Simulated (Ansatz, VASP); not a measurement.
One calculation of AlH3, two programs

POSCAR

```
AlH3
1.0
    2.2132094900      1.2777948300      3.9143360300
   -2.2132094900      1.2777948300      3.9143360300
    0.0000000000     -2.5555896600      3.9143360300
Al H
2 6
Direct
    0.0000000000      0.0000000000      0.0000000000
    0.5000000000      0.5000000000      0.5000000000
    0.8780000000      0.6220000000      0.2500000000
    0.2500000000      0.8780000000      0.6220000000
    0.6220000000      0.2500000000      0.8780000000
    0.1220000000      0.3780000000      0.7500000000
    0.7500000000      0.1220000000      0.3780000000
    0.3780000000      0.7500000000      0.1220000000
```

Contents of INCAR.step1:

```
SYSTEM = AlH3
PREC = Accurate
ENCUT = 520
ISMEAR = -1
SIGMA = 0.0113
LREAL = .False.
LASPH = .True.
NELM = 100
NBANDS = 16
GGA = PE
ALGO = Normal
EDIFF = 1E-4
LWAVE = .True.
LCHARG = .False.
```

Contents of INCAR.step2:

```
SYSTEM = AlH3
PREC = Accurate
ENCUT = 520
EDIFF = 1E-7
ISMEAR = -1
SIGMA = 0.0113
LREAL = .False.
LASPH = .True.
NELM = 100
ALGO = Normal
ISIF = 2
LWAVE = .False.
LCHARG = .True.
METAGGA = R2SCAN
LMIXTAU = .True.
LELF = .True.
LVHAR = .True.
NBANDS = 16
ISTART = 1
```

File KPOINTS:

```
Automatic mesh
0
Gamma
  5 5 5
  0 0 0
```

Input for Ansatz:

```yaml
crystal:
  lattice:
    - [2.21320949, 1.27779483, 3.91433603]
    - [-2.21320949, 1.27779483, 3.91433603]
    - [0.0, -2.55558966, 3.91433603]
  atoms:
    - { symbol: Al, position: [0.0, 0.0, 0.0] }
    - { symbol: Al, position: [0.5, 0.5, 0.5] }
    - { symbol: H, position: [0.878, 0.622, 0.25] }
    - { symbol: H, position: [0.25, 0.878, 0.622] }
    - { symbol: H, position: [0.622, 0.25, 0.878] }
    - { symbol: H, position: [0.122, 0.378, 0.75] }
    - { symbol: H, position: [0.75, 0.122, 0.378] }
    - { symbol: H, position: [0.378, 0.75, 0.122] }
  symmetry: { tolerance: 0.0003 }
kpoints:
  mp_grid: { grid: [5, 5, 5], shift: [0, 0, 0] }
magnetization:
  spin_polarized: false
scf:
  occupations: { method: fermi_dirac, width: 0.0113 }
hamiltonian:
  pseudopotentials: { kind: paw }
  xc: r2scan
basis:
  ecutwfc: 500
  xc_grid: 1
output:
  forces: true
  stress: true
  eigenvalues: true
```

Alike in both runs: task single point; functional r2SCAN; k mesh 5 × 5 × 5; occupations fermi-dirac, width 0.0113 eV; no spin polarisation.

|  | VASP | Ansatz |
| --- | --- | --- |
| version | VASP 6.6.1 | Ansatz 0.2.0 |
| potentials or method | VASP PAW PBE potentials, release 64 (Al, H) | PAW plane waves |
| plane-wave cutoff (eV) | 520 | 500 |
| valence electrons in the cell | 12 | 12 |

```tsv
	VASP	Ansatz	Ansatz less VASP
gap on the k mesh at the Fermi level (eV)	3.09	3.09	+0.002
pressure (GPa)	-0.2	0.2	+0.40
largest component of the traceless stress (GPa)	0.05	0.07	+0.022
```

Ansatz warned: «structure_snapped_to_symmetry».

Caveats: the PAW data sets were made with another functional, which shifts forces and pressure a little (VASP); an odd mesh through Γ misses points on the zone boundary, where band edges often lie. r2SCAN opens gaps a little over a GGA but as a rule still falls short of measured ones.
